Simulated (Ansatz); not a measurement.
# BaO: the cost of one run

Computed with Ansatz 0.2.0 (DFT PBE, scalar-relativistic, plane waves, PAW, unless a step's input says otherwise).

1 further run of the same task is left out (set aside as unsound or not needed).

**1. The starting structure**

Symmetry: Fm-3m, No. 225, cubic system. The conventional cell has a = 5.500 Å, b = 5.500 Å, c = 5.500 Å, α = 90.00°, β = 90.00°, γ = 90.00°. Around Ba (site symmetry m-3m) lie 6 O at 2.75 Å. Around O (site symmetry m-3m) lie 6 Ba at 2.75 Å.

Structure file:

```xyz
2
Lattice="0.0000 2.7500 2.7500 2.7500 0.0000 2.7500 2.7500 2.7500 0.0000" Properties=species:S:1:pos:R:3 pbc="T T T"
Ba    0.0000    0.0000    0.0000
O     2.7500    2.7500    2.7500
```

The structure comes from the Crystallography Open Database.

**2. A single atom displaced**

The change: atom 1 (Ba) moved by 0.04 Å.

File input.yaml:

```yaml
crystal:
  lattice:
    - [0.0, 2.75, 2.75]
    - [2.75, 0.0, 2.75]
    - [2.75, 2.75, 0.0]
  atoms:
    - { symbol: Ba, position: [-0.0081818182, 0.0081818182, 0.0081818182] }
    - { symbol: O, position: [0.5, 0.5, 0.5] }
basis:
  ecutwfc: 420
kpoints:
  mp_grid: { grid: [8, 8, 8] }
hamiltonian:
  xc: pbe
scf:
  occupations: { method: gaussian, width: 0.02 }
output:
  forces: true
  stress: true
  eigenvalues: true
```

Launch:

```
> ansatz run input.yaml --threads 1 --pin off --max-ram 1331MiB --backend cpu --events-out ev --progress --plain --runs-dir out
```

**Question.** How long does this run take on 1 thread of an x86-64 CPU, shared host, and how much memory does it need?

About 1.6 s, with a peak of 0.4 GiB.
